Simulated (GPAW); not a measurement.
Runs of GPAW 26.7.0 on HfO2. It takes space group P4_2/mnm (No. 136, tetragonal). The conventional cell has a = 4.814 Å, b = 4.814 Å, c = 3.205 Å, α = 90.00°, β = 90.00°, γ = 90.00°. Hf (site symmetry mmm) has 6 O at 2.08 Å as nearest neighbours. O (site symmetry m2m) is surrounded by 3 Hf at 2.08 Å. Measurements of this composition are mostly on another form, of space group No. 14.

```tsv
task	level	potentials or basis	spin	k mesh	cutoff (eV)	smearing	band path	band points	spin axis theta (degrees)	spin axis phi (degrees)	soc after scf	gap on the mesh (eV)	pressure (GPa)	largest force (eV/Å)
band structure	RPBE	the program's PAW data sets (release 1.2.1) made for this functional, pw	off	6 × 6 × 8	800	fermi-dirac 0.05 eV	GXMGZRAZ,XR,MA	100	-	-	-	(a)	14.7	(c)
electron localisation function	revPBE	the program's PAW data sets (release 1.2.1) made for this functional, pw	off	4 × 4 × 5	680	fermi-dirac 0.01 eV	-	-	-	-	-	4.07	(b)	0.12
band structure	revPBE	the program's PAW data sets (release 1.2.1) made for this functional, pw	off	6 × 6 × 8	800	fermi-dirac 0.05 eV	GXMGZRAZ,XR,MA	60	-	-	-	4.07	13.3	0.12
band structure	PBEsol	PAW data sets generated in the run's folder for this functional, pw	SOC, no magnetisation	5 × 5 × 6	800	fermi-dirac 0.05 eV	GXMGZRAZ,XR,MA	80	0	0	second variation	3.85	2.8	0.03
```

Alike in all rows: cell as given.

**Question.** Estimate the missing entries.

**Answer.** (a) 4.10; (b) 12.0; (c) 0.13.

Caveats: spin-orbit coupling is left out, which moves the levels of the heavy elements (some runs); the cutoff is short for stress and forces, so pressures can be off by a GPa or more (some runs); an odd mesh through Γ misses points on the zone boundary, where band edges often lie (some runs); spin-orbit coupling was added after a scalar SCF, so levels and gaps hold it while energy, forces, pressure and moments don't (some runs); this program's spin-orbit splittings come out too wide for heavy elements (some runs).

A k mesh can miss the band edges, and rows without SOC leave out spin-orbit coupling on Hf.
